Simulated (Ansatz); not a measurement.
**NaBr, thickness series**

Base system: NaBr in the rock salt structure (space group Fm-3m, No. 225; a = 6.0360 Å). Axes: x, y, z lie along the cube axes.

Free-standing slabs (2 atom(s) a layer) normal to the z axis with 15 Å of vacuum; in-plane cell held at bulk.

All numbers come from Kohn–Sham DFT with the PBE functional, run in Ansatz (a program for electronic structure) with PAW and 420 eV plane waves, no SOC.

Notes on the quantities. excess energy per area of both faces: slab less bulk energy over the cell's area: twice a surface energy.

| change | band gap | gap character | excess energy per area of both faces |
|---|---|---|---|
| base | 4.07 eV | – | – |
| 1 layer | ? | ? | – |
| 2 layers | 4.29 eV | direct at Γ | 0.23 J/m² |
| 3 layers | 4.20 eV | direct at Γ | 0.24 J/m² |
| 4 layers | 4.18 eV | direct at Γ | 0.24 J/m² |
| 5 layers | 4.15 eV | direct at Γ | 0.24 J/m² |
| 6 layers | 4.14 eV | direct at Γ | 0.24 J/m² |
| 7 layers | 4.13 eV | direct at Γ | 0.24 J/m² |

### Question
Complete the table.

### Answer

- 1 layer, band gap: 4.11 eV
- 1 layer, gap character: indirect, M → Γ

Slab and bulk use different k-meshes, which limits the precision of the excess energy. Stability against distortions was not tested. Labels are those of the standard path for the cell's own space group.
